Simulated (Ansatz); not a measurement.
Ga (hcp)

Computed with Ansatz (plane waves, PAW, 420 eV cutoff): PBE, scalar-relativistic, no spin polarisation, Γ-centred 16×16×8 mesh, 0.05 eV Gaussian smearing; PAW files: Ansatz's generated set soft_2.

```
Ga
1.0
     2.99140    0.00000    0.00000
    -1.49570    2.59063    0.00000
     0.00000    0.00000    4.91680
Ga
2
Cartesian
  0.0000 1.7271 3.6876
  1.4957 0.8635 1.2292
```

At room temperature and ambient pressure Ga takes another structure.

Path: Γ–M–K–Γ–A–L–H–A | L–M | H–K, with Γ = (0.000, 0.000, 0.000), M = (0.500, 0.000, 0.000), K = (0.333, 0.333, 0.000), A = (0.000, 0.000, 0.500), L = (0.500, 0.000, 0.500), H = (0.333, 0.333, 0.500) in reciprocal vectors of the calculation's cell.

Question: Is it a metal or an insulator, and if it has a gap, where are the band edges on this path?

Answer: A metal: bands cross the Fermi level.

Bands as a text map, energy in eV from the Fermi level (dashes), each leg drawn with the same width:
```
  3.71 |               *             *               *  *       *        * 
  3.43 |         ***** *            *         *          *                 
  3.14 |   *   ***    *   *                                    * **       *
  2.86 |                                                                   
  2.57 |             **                                                  **
  2.29 |      *   *   *            *    *            *          *         *
  2.00 |            **   *                     *    *                   *  
  1.71 |           **  *                                                 * 
  1.43 |          ***                                            *     *   
  1.14 |       *** *     *                                        *     *  
  0.86 |    *    **               *             *                     *    
  0.57 |       ****    *                            *            **        
  0.29 |      ***       *                *         *             **  * *   
  0.00 |-----------*----*------------------------*--------------*---*------
 -0.29 |                *        *                                    *    
 -0.57 |                                          *            **  *       
 -0.86 |     **     *                              *                **     
 -1.14 |     *                                                *            
 -1.43 |               * *      *                              *    **     
 -1.71 |             *  *                 *      **          *     *  *    
 -2.00 |    *                                   *             *        *** 
 -2.29 |              *   *    *                            *             *
 -2.57 |     *         *                      **  *          *     *       
 -2.86 |   *             *                   *   *         *        **     
 -3.14 |                   *               **   *         ***         *    
 -3.43 |  * * *               *                *                       *   
 -3.71 | *          ***   * *                 *    *       **           ***
 -4.00 |*  *                 *             ***            *  *             
        Γ      M      K      Γ      A      L      H      AL       MH      K
```
